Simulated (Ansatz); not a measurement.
**Run times of several calculations on Ti3PbO7**

Cell: 22 atoms, space group P2_1/m, a = 6.610 Å, b = 3.815 Å, c = 10.761 Å, α = 90.00°, β = 98.14°, γ = 90.00°.

All runs are DFT with Ansatz 0.2.0 on 1 thread of Intel Xeon 6975P-C (Granite Rapids) (x86_64; 16 cores open to the job, memory cap 3.0 GiB, no GPU), a shared host.

Q: Rank the runs by wall time, shortest first.
A. single point, PBE with spin–orbit coupling, gradients read without the response of the cores, 420 eV, 4×6×2 k-points, smearing 0.02 eV
B. single point, PBE, gradients read without the response of the cores, 420 eV, 4×6×2 k-points, smearing 0.02 eV
C. single point, r2SCAN, gradients read without the response of the cores, 500 eV, 4×6×2 k-points, smearing 0.02 eV

A: B (31 s, 0.9 GiB), C (62 s, 1.4 GiB), A (6.6 min, 2.4 GiB).
